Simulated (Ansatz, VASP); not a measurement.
# Mg in VASP and in Ansatz

```xyz
2
Lattice="3.1659 0.0000 0.0000 -1.5830 2.7418 0.0000 0.0000 0.0000 5.1399" Properties=species:S:1:pos:R:3 pbc="T T T"
Mg    1.5830    0.9139    3.8549
Mg    0.0000    1.8278    1.2850
```

Alike in both runs: task single point; functional revPBE; dispersion D4; k mesh 10 × 10 × 5; occupations fermi-dirac, width 0.05 eV; no spin polarisation.

|  | VASP | Ansatz |
| --- | --- | --- |
| version | VASP 6.6.1 | Ansatz 0.2.0 |
| potentials or method | VASP PAW PBE potentials, release 64 (Mg) | Ansatz PAW |
| plane-wave cutoff (eV) | 520 | 420 |
| valence electrons in the cell | 4 | 20 |

|  | VASP | Ansatz | Ansatz less VASP |
| --- | --- | --- | --- |
| gap on the k mesh at the Fermi level (eV) | none | none | - |
| pressure (GPa) | 1.1 | 1.3 | +0.19 |
| largest component of the traceless stress (GPa) | 0.68 | 0.68 | -0.002 |
| dispersion energy (meV/atom) | -129.7 | -129.8 | -0.05 |

A gap of «none» marks a metal or a gap that the smearing closes. The two sets of potentials don't hold the same shells in valence.

Caveats: pairwise dispersion overbinds metals, which lowers pressure and volume; the PAW data sets were made with another functional, which shifts forces and pressure a little (VASP); the PAW data sets come from PBE, with cores solved anew for the run's functional, which leaves a small shift of forces and pressure (Ansatz).
